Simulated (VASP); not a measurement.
AlN:

```
Al N
1.0
     0.00000    2.18399    2.18399
     2.18399    0.00000    2.18399
     2.18399    2.18399    0.00000
Al N
1 1
Direct
  0.00000 0.00000 0.00000
  0.25000 0.25000 0.25000
```

Measurements of this composition are mostly on another form, of space group No. 186.

Program: VASP 6.6.1. Alike in all runs: task band structure; potentials or basis VASP PAW PBE potentials, release 64 (Al, N); no spin polarisation; cell as given; cutoff (eV) 520; smearing gaussian 0.02 eV.

Problem. Order these runs on this cell by their band gap on the k mesh, lowest first.
A. level HSE06; k mesh 8 × 8 × 8; ladder free; grid for exact exchange (PRECFOCK) Fast; screening parameter 0.2 1/A
B. level r2SCAN; k mesh 10 × 10 × 10; ladder free
C. level TB-mBJ; k mesh 10 × 10 × 10; ladder free
D. level r2SCAN-EpsX; k mesh 8 × 8 × 8; ladder gaps; grid for exact exchange (PRECFOCK) Fast; exchange at q = 0 truncated; share of exact exchange 0.2185
E. level PBE0; k mesh 8 × 8 × 8; ladder free; grid for exact exchange (PRECFOCK) Fast; exchange at q = 0 truncated

Solution. B (3.93 eV), A (4.57 eV), C (4.82 eV), E (5.29 eV), D (5.47 eV).

A k mesh can miss the band edges.

Not every run made on this cell is shown here.
